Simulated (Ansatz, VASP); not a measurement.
This is a calculation of AlNi for Ansatz 0.2.0.

The input input.yaml:

```yaml
crystal:
  lattice:
    - [2.881, 0.0, 0.0]
    - [0.0, 2.881, 0.0]
    - [0.0, 0.0, 2.881]
  atoms:
    - { symbol: Ni, position: [0.5, 0.5, 0.5], spin: 1.0 }
    - { symbol: Al, position: [0.0, 0.0, 0.0] }
kpoints:
  mp_grid: { grid: [9, 9, 9] }
scf:
  occupations: { method: gaussian, width: 0.017 }
hamiltonian:
  xc: pbe
  pseudopotentials: { kind: all_electron, lapw: { basis_error: 0.001 } }
magnetization:
  spin_polarized: true
output:
  forces: true
  stress: true
  eigenvalues: true
```

Potentials or basis: all-electron LAPW, scalar-relativistic.

Command:

```console
$ ansatz run input.yaml --threads 2 --pin off --max-ram 6144MiB --backend cpu --events-out ev --progress --plain --runs-dir out
```

Q: Translate it to VASP 6.6.1. Potentials there: VASP PAW PBE potentials, release 64 (Ni, Al).

A: As run (the cutoff follows the program's own potentials):

INCAR

```
ALGO = Fast ; EDIFF = 1E-6
ENCUT = 520 ; GGA = PE
ISIF = 2 ; ISMEAR = 0
ISPIN = 2 ; LASPH = T
LCHARG = F ; LMAXMIX = 4
LORBIT = 11 ; LREAL = F
LWAVE = F ; MAGMOM = 1 0
NBANDS = 18 ; NELM = 150
PREC = Accurate ; SIGMA = 0.017
```

The input KPOINTS:

```
k-points
0
Gamma
  9 9 9
```

The input POSCAR:

```
AlNi
1.0
    2.8810000000      0.0000000000      0.0000000000
    0.0000000000      2.8810000000      0.0000000000
    0.0000000000      0.0000000000      2.8810000000
Ni Al
1 1
Direct
    0.5000000000      0.5000000000      0.5000000000
    0.0000000000      0.0000000000      0.0000000000
```

Potentials or basis: VASP PAW PBE potentials, release 64 (Ni, Al).

Launch:

```console
$ cat potpaw_PBE.64/Ni/POTCAR potpaw_PBE.64/Al/POTCAR > POTCAR
$ mpirun -np 1 vasp_std > vasp.out
```

Both were run:

|  | VASP | Ansatz | Ansatz less VASP |
| --- | --- | --- | --- |
| gap on the k mesh at the Fermi level (eV) | none | none | - |
| pressure (GPa) | 1.9 | 1.9 | +0.01 |
| net moment per atom (μB) | 0.00 | 0.00 | 0.000 |

A gap of «none» marks a metal or a gap that the smearing closes. Ansatz ran all-electron here, so the differences hold the error of VASP's frozen core and of both bases.

Caveats: the starting moments weren't kept (Ansatz).
